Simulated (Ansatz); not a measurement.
Take LaAlO₃ in the cubic perovskite structure (space group Pm-3m, No. 221) as the base.

```
LaAlO3
1.0
    3.78694     0.00000     0.00000
    0.00000     3.78694     0.00000
    0.00000     0.00000     3.78694
La Al O
1 1 3
Direct
  0.00000   0.00000   0.00000
  0.50000   0.50000   0.50000
  0.00000   0.50000   0.50000
  0.50000   0.50000   0.00000
  0.50000   0.00000   0.50000
```

Calculations: plane-wave PAW DFT at the r2SCAN level (Ansatz, a first-principles code, 500 eV), scalar-relativistic without spin-orbit coupling.

Carriers are added at fixed cell with a uniform background; the Fermi–Dirac width is that of 300 K.

One change was made to it. Results:

```tsv
quantity	base	after
gap between the host's bands	4.02 eV	4.23 eV
Fermi level relative to the doped band's edge (positive inside the band; to 0.05 eV)	–	+1.25 eV
gap character	indirect, R → Γ	indirect, R → Γ
```

Problem. Which change produced these results?
A. holes 2.0×10^22 cm⁻³
B. holes 7.0×10^21 cm⁻³
C. holes 5.0×10^21 cm⁻³
D. electrons 1.0×10^22 cm⁻³

Solution. D, electrons 1.0×10^22 cm⁻³. For comparison, the Fermi level from band edge in the other runs: holes 7.0×10^21 cm⁻³ gives +0.20 eV; holes 5.0×10^21 cm⁻³ gives +0.15 eV; holes 2.0×10^22 cm⁻³ gives +0.30 eV.

Charged cell with a jellium background: band edges are those of the host's band count, energies are not comparable with the neutral cell, and many-body gap narrowing is missing. No phonon test of stability was made. Many cubic perovskites are stable only at high temperature; tilts and polar distortions were not tested.
